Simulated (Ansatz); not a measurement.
**CdSe: a single-point run**

Aim: a sound single-point run of CdSe. The structure is shown as the input types it. The cell is built on a prototype (CsCl type) and needn't be the phase found in nature.

Method: density functional or hybrid calculation with the settings of its input, plane waves (as first typed), in Ansatz 0.2.0.

6 further runs of the same task are left out: 1 for a known fault of the program, 5 that didn't finish.

## 1. Starting point

It takes space group Pm-3m (No. 221, cubic). The conventional cell has a = 3.533 Å, b = 3.533 Å, c = 3.533 Å, α = 90.00°, β = 90.00°, γ = 90.00°. Around Cd (site symmetry m-3m) lie 8 Se at 3.06 Å. Se (site symmetry m-3m) has 8 Cd at 3.06 Å as nearest neighbours.

Structure file:

```
CELL_PARAMETERS angstrom
3.53310 0.00000 0.00000
0.00000 3.53310 0.00000
0.00000 0.00000 3.53310
ATOMIC_POSITIONS crystal
Cd 0.00000 0.00000 0.00000
Se 0.50000 0.50000 0.50000
```

## 2. The calculation

The input, input.yaml:

```yaml
crystal:
  lattice:
    - [3.5331017334, 0.0, 0.0]
    - [0.0, 3.5331017334, 0.0]
    - [0.0, 0.0, 3.5331017334]
  atoms:
    - { symbol: Cd, position: [0.0, 0.0, 0.0] }
    - { symbol: Se, position: [0.5, 0.5, 0.5] }
kpoints:
  mp_grid: { grid: [6, 6, 6] }
hamiltonian:
  xc: pbesol
scf:
  occupations: { method: fermi_dirac, width: 0.02 }
  n_extra_bands: 4
  max_iter: 96
output:
  forces: true
  stress: true
  eigenvalues: true
basis:
  ecutrho_ratio: 1
```

Run with:

```sh
$ ansatz run input.yaml --threads 4 --pin off --max-ram 3686MiB --backend cpu --events-out ev --progress --plain --runs-dir out
```

What happens when this is run?

This run ends as converged, with warnings (cutoff below recommended). Its log warns: «basis.ecutrho_ratio = 1 (ecutrho = 420 eV) is below the records' recommended 1680 eV»

In the input, basis.ecutrho_ratio is 1. The density grid can't hold the products of the orbitals.

To check: delete basis.ecutrho_ratio (the default then holds).
